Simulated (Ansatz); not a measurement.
## As: pressure and energy change per atom as volume scale varies

All results are calculated (Ansatz 0.2.0). Plane-wave DFT, scalar-relativistic PAW made under PBE with cores redone for the functional, no dispersion; the given relaxed cell is scaled uniformly, energy at zero smearing counts from the unscaled cell, pressure at the given Fermi-Dirac smearing is positive in compression.

The cell before it is scaled or strained (space group P6/mmm, No. 191):
```
cell vectors (Å)
   4.8510     0.0000     0.0000
  -2.4255     4.2011     0.0000
   0.0000     0.0000     2.8277
atoms (fractions of the cell vectors)
As  1.00000  1.00000  0.00000
As  0.33333  0.66667  0.50000
As  0.66667  0.33333  0.50000
```

Settings of every row: spin polarised no; functional PBE; wave cutoff 420 eV; smearing width 0.1 eV; k mesh 10x10x15.

Atom starting moment: 0 on all atoms.

Limits: the cell comes from a prototype or a list of computed structures and needn't be the stable phase.

| row | volume scale | V (Å³/atom) | pressure (GPa) | energy change per atom (meV) |
| --- | --- | --- | --- | --- |
| 1 | 0.88 | 16.904 | 13.88 | 89.07 |
| 2 | 0.92 | 17.672 | 8.29 | 36.75 |
| 3 | 0.96 | 18.441 | 3.79 | 8.62 |
| 4 | 1.04 | 19.977 | -2.77 | 7.14 |
| 5 | 1.08 | 20.746 | ? | ? |
| 6 | 1.12 | 21.514 | -6.99 | 56.84 |

Question: what pressure and energy change per atom should row 5 give?

Worked fit of pressure. Take u = (V_r/V)^(2/3) − 1 with V_r = 18.441 Å³ an atom, which is twice the finite (Eulerian) strain; such expansions in the strain, on which the Birch-Murnaghan equation of state is built, carry the rest volume and the bulk modulus. The shown rows have u = 0.05973, 0.0288, 0, -0.05194, -0.09765. Least squares give pressure = 3.801 + 146.36 × u + 368.8 × u² GPa; a straight line predicts inner rows, each left out in turn, worse (root mean square 1 against 0.049 GPa). The rows lie off it by 0.02, -0.03, -0.01, 0.04, -0.02. The pressure vanishes at u = -0.0279, or V = 19.24 Å³ an atom, and there the bulk modulus at fixed shape and fractions is B = −V dP/dV = (2/3)(1 + u) dP/du = 81.5 GPa. Letting shape and atoms relax would as a rule lower it, by much in layered, chain or molecular crystals. The withheld row has u = -0.07551, so the fit gives 3.801 + 146.36 × (-0.07551) + 368.8 × (-0.07551)² = -5.15 GPa.

The calculation gave -5.11 GPa. The fit lies 0.04 GPa (0.19 % of the column's range) below it; its largest miss of a shown row is 0.04 GPa.

Worked fit of energy change per atom. Take u = (V_r/V)^(2/3) − 1 with V_r = 18.441 Å³ an atom, which is twice the finite (Eulerian) strain; such expansions in the strain, on which the Birch-Murnaghan equation of state is built, carry the rest volume and the bulk modulus. The shown rows have u = 0.05973, 0.0288, 0, -0.05194, -0.09765. Least squares give energy change per atom = 8.782 + 644.54 × u + 11657.4 × u² meV; a straight line predicts inner rows, each left out in turn, worse (root mean square 33 against 0.5 meV). The rows lie off it by 0.20, -0.26, -0.16, 0.39, -0.16 (root mean square 0.25 meV). The withheld row has u = -0.07551, so the fit gives 8.782 + 644.54 × (-0.07551) + 11657.4 × (-0.07551)² = 26.58 meV.

The calculation gave 26.94 meV. The fit lies 0.36 meV (1.3 % of the value, 0.44 % of the column's range) below it; its largest miss of a shown row is 0.39 meV.
